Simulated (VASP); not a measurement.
Crystal: InP.

```xyz
2
Lattice="0.0000 2.8550 2.8550 2.8550 0.0000 2.8550 2.8550 2.8550 0.0000" Properties=species:S:1:pos:R:3 pbc="T T T"
In    0.0000    0.0000    0.0000
P     2.8550    2.8550    2.8550
```

Measurements of this composition are mostly on another form, of space group No. 216.

| Item | Value |
| --- | --- |
| Program | VASP 6.6.1 |
| Task | relaxation of cell and atoms |
| Functional | PBE |
| Potentials or basis | VASP PAW PBE potentials, release 64 (In_d, P) |
| Cutoff | 600 eV |
| k mesh | 6 × 6 × 6 |
| Occupations | gaussian, width 0.1 eV |
| Spin | no spin polarisation |

At the start: pressure -5.1 GPa; volume 23.27 Å³/atom.

Problem. How do energy, volume and symmetry change on relaxing?

Solution. Over 3 steps the energy falls by 34.6 meV/atom and the volume is 21.30 Å³/atom (-8.5 %); space group Fm-3m (No. 225, to 0.05 Å).

Step by step:
```csv
step,energy change (eV),largest force (eV/Å),pressure (GPa),volume (Å³)
1,0.0000,0.0000,-5.07,46.54
2,-0.0649,0.0000,1.60,41.76
3,-0.0691,0.0000,0.02,42.60
```

Final structure:
```cif
data_structure
_symmetry_space_group_name_H-M 'P 1'
_symmetry_Int_Tables_number 1
_cell_length_a 3.9203
_cell_length_b 3.9203
_cell_length_c 3.9203
_cell_angle_alpha 60.000
_cell_angle_beta 60.000
_cell_angle_gamma 60.000
_cell_volume 42.60
loop_
_atom_site_label
_atom_site_type_symbol
_atom_site_fract_x
_atom_site_fract_y
_atom_site_fract_z
_atom_site_occupancy
In1 In 0.00000 0.00000 0.00000 1
P1 P 0.50000 0.50000 0.50000 1
```
